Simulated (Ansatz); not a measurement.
# Ge: zone-centre modes

These are results of DFT PBEsol, scalar-relativistic, plane waves, PAW in Ansatz, not measurements. Settings: plane waves to 420 eV, k-mesh 22×22×12 (Γ-centred), Gaussian smearing 0.15 eV. No spin polarisation.

Zero of the scan (relaxed at this level; this form isn't the usual structure):

```
Ge
1.0
     0.00000    0.00000   -2.64273
     2.76521    0.00000    0.00000
     0.00000   -5.03900    0.00000
Ge
2
Cartesian
  1.3826 0.0000 0.0000
  0.0000 -2.5195 0.0000
```

Harmonic modes by finite displacements of 0.02 Å, without the LO–TO term. The cell doubles the primitive one, so its zone centre also holds the primitive cell's point q = (1/2, 1/2, 0).

At this geometry, is the structure stable against these modes?

Barely, if at all: no mode is imaginary beyond 10 cm⁻¹, but one beside the three translations lies at 8i cm⁻¹, within the noise of such a run.

List the wavenumbers in cm⁻¹.

8i, 0, 0, 0, 56, 135.

Cost: 1 run of about 5.2 core-minutes, on Arm Neoverse N1 (shared hosts).